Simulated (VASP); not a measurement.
Write the native input for VASP 6.6.1 that does the following.

- Task: band structure
- Functional: PBE
- Potentials or basis: VASP PAW PBE potentials, release 64 (Sn_d, S)
- Cutoff: 520 eV
- k mesh: 4 × 8 × 6
- Occupations: gaussian, width 0.02 eV
- Spin: no spin polarisation
- Further INCAR settings: ALGO = Normal; EDIFF = 1e-06

The structure of SnS lies in POSCAR:

```
SnS
1.0
   11.2000000000      0.0000000000      0.0000000000
    0.0000000000      3.9870000000      0.0000000000
    0.0000000000      0.0000000000      4.3340000000
Sn S
4 4
Direct
    0.1194000000      0.2500000000      0.1198000000
    0.3806000000      0.7500000000      0.6198000000
    0.6194000000      0.2500000000      0.3802000000
    0.8806000000      0.7500000000      0.8802000000
    0.8508000000      0.2500000000      0.4793000000
    0.6492000000      0.7500000000      0.9793000000
    0.3508000000      0.2500000000      0.0207000000
    0.1492000000      0.7500000000      0.5207000000
```

The input as run:

INCAR

```
SYSTEM = SnS
  PREC = Accurate
  ENCUT = 520
  EDIFF = 1E-6
  ISMEAR = 0
  SIGMA = 0.02
  LREAL = .FALSE.
  LASPH = .TRUE.
  NELM = 100
  ALGO = Normal
  ISIF = 2
  LWAVE = .FALSE.
  LCHARG = .FALSE.
  GGA = PE
```

KPOINTS

```
Automatic mesh
0
G
  4 8 6
  0 0 0
```

KPOINTS_OPT

```
path GXSYGZURTZ,YT,UX,SR
10
line-mode
reciprocal
 0.0000000000  0.0000000000  0.0000000000  G
 0.0000000000  0.5000000000  0.0000000000  X

 0.0000000000  0.5000000000  0.0000000000  X
 0.0000000000  0.5000000000  0.5000000000  S

 0.0000000000  0.5000000000  0.5000000000  S
 0.0000000000  0.0000000000  0.5000000000  Y

 0.0000000000  0.0000000000  0.5000000000  Y
 0.0000000000  0.0000000000  0.0000000000  G

 0.0000000000  0.0000000000  0.0000000000  G
 0.5000000000  0.0000000000  0.0000000000  Z

 0.5000000000  0.0000000000  0.0000000000  Z
 0.5000000000  0.5000000000  0.0000000000  U

 0.5000000000  0.5000000000  0.0000000000  U
 0.5000000000  0.5000000000  0.5000000000  R

 0.5000000000  0.5000000000  0.5000000000  R
 0.5000000000  0.0000000000  0.5000000000  T

 0.5000000000  0.0000000000  0.5000000000  T
 0.5000000000  0.0000000000  0.0000000000  Z

 0.0000000000  0.0000000000  0.5000000000  Y
 0.5000000000  0.0000000000  0.5000000000  T

 0.5000000000  0.5000000000  0.0000000000  U
 0.0000000000  0.5000000000  0.0000000000  X

 0.0000000000  0.5000000000  0.5000000000  S
 0.5000000000  0.5000000000  0.5000000000  R
```

Potentials or basis: VASP PAW PBE potentials, release 64 (Sn_d, S).

Run with:

```console
$ cat potpaw_PBE.64/Sn_d/POTCAR potpaw_PBE.64/S/POTCAR > POTCAR
$ mpirun -np 1 vasp_std > vasp.out
```

Results of the run:

```
Pressure                : 2.2 GPa
Largest force           : 0.139 eV/Å
Band gap on the k mesh  : 0.98 eV, indirect (least direct gap 1.29 eV)
Band gap along the path : 0.77 eV, indirect (least direct gap 0.98 eV)
```

Caveat: spin-orbit coupling is left out, which moves the levels of the heavy elements; the mesh misses the band edges, which the band path finds closer together.

Wall time 17 min on 1 thread of Intel(R) Xeon(R) Platinum 8559C (Emerald Rapids) (shared host), peak memory 0.72 GiB.
